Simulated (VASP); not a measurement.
# ZnGe2N2 (P2_1/m) in VASP: further runs, part 2 of 2

VASP 6.6.1.

## Step 3: Relaxation of cell and atoms, PBE

Input file INCAR:

```
SYSTEM = ZnGe2N2
ALGO = Normal
EDIFF = 1E-6
EDIFFG = -0.01
ENCUT = 520
GGA = PE
IBRION = 2
ISIF = 3
ISMEAR = 0
KPAR = 8
LASPH = .TRUE.
LCHARG = .FALSE.
LREAL = .FALSE.
LWAVE = .FALSE.
NELM = 120
NSW = 90
PREC = Accurate
SIGMA = 0.1
```

Input file KPOINTS:

```
k-points
0
G
  4 7 4
  0 0 0
```

Input file POSCAR:

```
ZnGe2N2
1.0
    5.4358167300      0.0000000000      0.0000000000
    0.0000000000      3.1070988400      0.0000000000
   -0.0101678500      0.0000000000      8.0076253600
Zn Ge N
2 4 4
Direct
    0.1897240700      0.2500000000      0.0007272100
    0.8102759300      0.7500000000      0.9992727900
    0.4163661300      0.7500000000      0.3567954100
    0.9124250300      0.2500000000      0.3585645300
    0.5836338700      0.2500000000      0.6432045900
    0.0875749700      0.7500000000      0.6414354700
    0.2561272500      0.2500000000      0.7511662100
    0.7490292300      0.7500000000      0.7491213700
    0.2509707700      0.2500000000      0.2508786300
    0.7438727500      0.7500000000      0.2488337900
```

Potentials or basis: VASP PAW PBE potentials, release 64 (Zn, Ge_d, N).

The run is started by

```console
$ cat potpaw_PBE.64/Zn/POTCAR potpaw_PBE.64/Ge_d/POTCAR potpaw_PBE.64/N/POTCAR > POTCAR
$ mpirun -np 8 vasp_std > vasp.out
```

OUTCAR:

```text
SYSTEM = ZnGe2N2
   EDIFF = 1E-6
   EDIFFG = -0.01
   ENCUT = 520
   GGA = PE
   IBRION = 2
   ISIF = 3
   ISMEAR = 0
   LASPH = .TRUE.
   LREAL = .FALSE.
   NELM = 120
   NSW = 90
   PREC = Accurate

 ion  position               nearest neighbor table
   1  0.190  0.250  0.001-   9 2.03   7 2.03   2 2.58   2 2.58
   2  0.810  0.750  0.999-   8 2.03  10 2.03   1 2.58   1 2.58
   3  0.416  0.750  0.357-  10 1.98   9 1.98   9 1.98   6 2.90   5 2.91   5 2.91
   4  0.912  0.250  0.359-  10 2.01  10 2.01   9 2.03   5 2.90   6 2.91   6 2.91
   5  0.584  0.250  0.643-   7 1.98   8 1.98   8 1.98   4 2.90   3 2.91   3 2.91
   6  0.088  0.750  0.641-   7 2.01   7 2.01   8 2.03   3 2.90   4 2.91   4 2.91
   7  0.256  0.250  0.751-   5 1.98   6 2.01   6 2.01   1 2.03
   8  0.749  0.750  0.749-   5 1.98   5 1.98   2 2.03   6 2.03
   9  0.251  0.250  0.251-   3 1.98   3 1.98   1 2.03   4 2.03
  10  0.744  0.750  0.249-   3 1.98   4 2.01   4 2.01   2 2.03

  LATTYP: Found a simple monoclinic cell.
 ALAT       =     5.4358167300
 B/A-ratio  =     0.5715974240
 C/A-ratio  =     1.4731239505
 COS(beta)  =    -0.0012697699

  Lattice vectors:

 A1 = (   5.4358167300,   0.0000000000,   0.0000000000)
 A2 = (   0.0000000000,   3.1070988400,   0.0000000000)
 A3 = (  -0.0101678500,   0.0000000000,   8.0076253600)

Analysis of symmetry for initial positions (statically):
=====================================================================
 Subroutine PRICEL returns:
 Original cell was already a primitive cell.

 Routine SETGRP: Setting up the symmetry group for a
 simple monoclinic supercell.

 Subroutine GETGRP returns: Found  4 space group operations
 (whereof  2 operations were pure point group operations)
 out of a pool of  4 trial point group operations.

The static configuration has the point symmetry S_2 .
 The point group associated with its full space group is C_2h.

[... 155 lines left out ...]
   LHFCALC =     F    Hartree Fock is set to
   AEXX    =    0.0000 exact exchange contribution
   IVDW    =     0    specifies the selected vdW correction
   LEPSILON=     F    determine dielectric tensor
   LRPA    =     F    only Hartree local field effects (RPA)
 conjugate gradient relaxation of ions
 non-spin polarized calculation
 Gauss-broadening in eV      SIGMA  =   0.10
  energy-cutoff  :      520.00
  volume of cell :      135.25
 maximum number of plane-waves:      3667
   NGX = 21   NGY = 11   NGZ = 29

--------------------------------------- Ionic step        1  -------------------------------------------

 number of electron     100.0000009 magnetization

 Free energy of the ion-electron system (eV)
  ---------------------------------------------------
  ext. energy  EPLUGINS =         0.00000000
  ---------------------------------------------------
  free energy    TOTEN  =       -51.71608603 eV

  energy without entropy =      -51.70782591  energy(sigma->0) =      -51.71195597

------------------------ aborting loop because EDIFF is reached ----------------------------------------

  FORCE on cell =-STRESS in cart. coord.  units (eV):
  Direction    XX          YY          ZZ          XY          YZ          ZX
  --------------------------------------------------------------------------------------
  -------------------------------------------------------------------------------------
  Total        0.4137570      0.1992339     -0.1216373      0.0000000      0.0000000     -0.1351498
  in kB        4.9015372      2.3602074     -1.4409660      0.0000000      0.0000000     -1.6010409
  external PRESSURE =       1.9402595 kB  Pullay stress =       0.0000000 kB
[... 339 lines left out ...]
--------------------------------------- Ionic step        9  -------------------------------------------

 number of electron     100.0000013 magnetization

 Free energy of the ion-electron system (eV)
  ---------------------------------------------------
  ext. energy  EPLUGINS =         0.00000000
  ---------------------------------------------------
  free energy    TOTEN  =       -51.71800925 eV

  energy without entropy =      -51.71042499  energy(sigma->0) =      -51.71421712

 E-fermi :   5.9240     XC(G=0): -11.2290

 val. band max:        5.9235683283   @ k =   0.0000   0.4286   0.5000
 cond. band min:       6.0286948880   @ k =   0.0000   0.2857   0.0000
 fundamental gap:      0.1051265597
 Fermi energy:         5.9239839838

 k-point     1 :       0.0000    0.0000    0.0000
  band No.  band energies     occupation
      1     -19.3662      2.00000
      2     -19.3444      2.00000
      3     -19.2989      2.00000
      4     -19.2931      2.00000
      5     -19.2850      2.00000
      6     -19.2848      2.00000
[... 1501 lines left out ...]
     59      11.0005      0.00000
     60      11.2715      0.00000

 [... further k-points ...]

------------------------ aborting loop because EDIFF is reached ----------------------------------------

  FORCE on cell =-STRESS in cart. coord.  units (eV):
  Direction    XX          YY          ZZ          XY          YZ          ZX
  --------------------------------------------------------------------------------------
  -------------------------------------------------------------------------------------
  Total        0.0274813      0.0306406      0.0488372      0.0000000      0.0000000     -0.0133039
  in kB        0.3247395      0.3620721      0.5770980      0.0000000      0.0000000     -0.1572091
  external PRESSURE =       0.4213032 kB  Pullay stress =       0.0000000 kB
[... 25 lines left out ...]
  FREE ENERGIE OF THE ION-ELECTRON SYSTEM (eV)
  ---------------------------------------------------
  free  energy   TOTEN  =       -51.7180092509 eV

  energy  without entropy=      -51.7104249894  energy(sigma->0) =      -51.71421712

 reached required accuracy - stopping structural energy minimisation
```

OSZICAR:

```text
N       E                     dE             d eps       ncg     rms          rms(c)
DAV:   1     0.130138789692E+04    0.13014E+04   -0.43950E+04  5892   0.419E+03
DAV:   2     0.238275808126E+03   -0.10631E+04   -0.10196E+04  4800   0.109E+03
DAV:   3    -0.268966201614E+02   -0.26517E+03   -0.25593E+03  5032   0.284E+02
DAV:   4    -0.578538735316E+02   -0.30957E+02   -0.30270E+02  5768   0.102E+02
[... 66 lines left out ...]
DAV:   2    -0.517181409427E+02    0.35726E-03   -0.22893E-03  6144   0.630E-01    0.820E-02
DAV:   3    -0.517180356103E+02    0.10533E-03   -0.25490E-04  6392   0.206E-01    0.378E-02
DAV:   4    -0.517180073925E+02    0.28218E-04   -0.81784E-05  6380   0.151E-01    0.103E-02
DAV:   5    -0.517180088296E+02   -0.14371E-05   -0.29601E-05  5796   0.722E-02    0.477E-03
DAV:   6    -0.517180092509E+02   -0.42130E-06   -0.41545E-06  3832   0.286E-02
   9 F= -.51718009E+02 E0= -.51714217E+02  d E =-.892654E-04
```

CONTCAR:

```text
ZnGe2N2
   1.00000000000000
     5.4524291757651602    0.0000000000000000   -0.0108038136984135
     0.0000000000000000    3.1118170058093626    0.0000000000000000
    -0.0260816193345094    0.0000000000000000    7.9911802487243087
  Zn              Ge              N
     2     4     4
Direct
     0.1893850186474283    0.2500000000000000    0.0008599737639491
     0.8106149813525718    0.7500000000000000    0.9991400262360508
     0.4172801290841529    0.7500000000000000    0.3568130806109315
     0.9129946322853616    0.2500000000000000    0.3583835905904178
     0.5827198709158470    0.2500000000000000    0.6431869193890686
     0.0870053677146384    0.7500000000000000    0.6416164094095823
     0.2562908239520829    0.2500000000000000    0.7521504612803441
     0.7488421847829376    0.7500000000000000    0.7493047526560039
     0.2511578152170626    0.2500000000000000    0.2506952473439958
     0.7437091760479172    0.7500000000000000    0.2478495387196560

  0.00000000E+00  0.00000000E+00  0.00000000E+00
  0.00000000E+00  0.00000000E+00  0.00000000E+00
  0.00000000E+00  0.00000000E+00  0.00000000E+00
  0.00000000E+00  0.00000000E+00  0.00000000E+00
  0.00000000E+00  0.00000000E+00  0.00000000E+00
  0.00000000E+00  0.00000000E+00  0.00000000E+00
  0.00000000E+00  0.00000000E+00  0.00000000E+00
  0.00000000E+00  0.00000000E+00  0.00000000E+00
  0.00000000E+00  0.00000000E+00  0.00000000E+00
  0.00000000E+00  0.00000000E+00  0.00000000E+00
```

Wall time 2.1 min (8 MPI ranks of AMD EPYC 9R45 (Zen 5), shared host); peak memory 0.42 GiB.

What came out:

```
Free energy                            : -51.7180 eV
Relaxed volume                         : 13.56 Å³/atom
Relaxed cell                           : a = 5.452 Å, b = 3.112 Å, c = 7.991 Å, α = 90.00°, β = 90.30°, γ = 90.00°
Space group after relaxing (to 0.05 Å) : P2_1/m (No. 11)
Energy gained by relaxing              : 0.2 meV/atom
Ionic steps                            : 9
Pressure after relaxing                : 0.0 GPa
Largest force after relaxing           : 0.009 eV/Å
Band gap on the k mesh                 : none (metal or under the smearing width)
```

Forces on the atoms (eV/Å):
```
Zn   0.001  0.000  0.004
Zn  -0.001  0.000 -0.004
Ge   0.003  0.000  0.002
Ge   0.000  0.000 -0.002
Ge  -0.003  0.000 -0.002
Ge   0.000  0.000  0.002
N   -0.009  0.000  0.001
N   -0.002  0.000 -0.004
N    0.002  0.000  0.004
N    0.009  0.000 -0.001
```

Step by step:
```
step  energy change (eV)  largest force (eV/Å)  pressure (GPa)  volume (Å³)
   1              0.0000                0.0638            0.19       135.25
   2             -0.0013                0.0325            0.03       135.57
   3             -0.0013                0.0459           -0.15       135.66
   4             -0.0013                0.0419           -0.07       135.63
   5             -0.0017                0.0184            0.00       135.59
   6             -0.0017                0.0201            0.07       135.57
   7             -0.0018                0.0101           -0.11       135.67
   8             -0.0018                0.0109           -0.07       135.67
   9             -0.0019                0.0090            0.04       135.59
```

Final structure:
```xyz
10
Lattice="5.4524 0.0000 -0.0108 0.0000 3.1118 0.0000 -0.0261 0.0000 7.9912" Properties=species:S:1:pos:R:3 pbc="T T T"
Zn    1.0326    0.7780    0.0048
Zn    4.3938    2.3339    7.9756
Ge    2.2659    2.3339    2.8468
Ge    4.9687    0.7780    2.8540
Ge    3.1605    0.7780    5.1335
Ge    0.4577    2.3339    5.1263
N     1.3778    0.7780    6.0078
N     4.0635    2.3339    5.9797
N     1.3629    0.7780    2.0006
N     4.0486    2.3339    1.9726
```
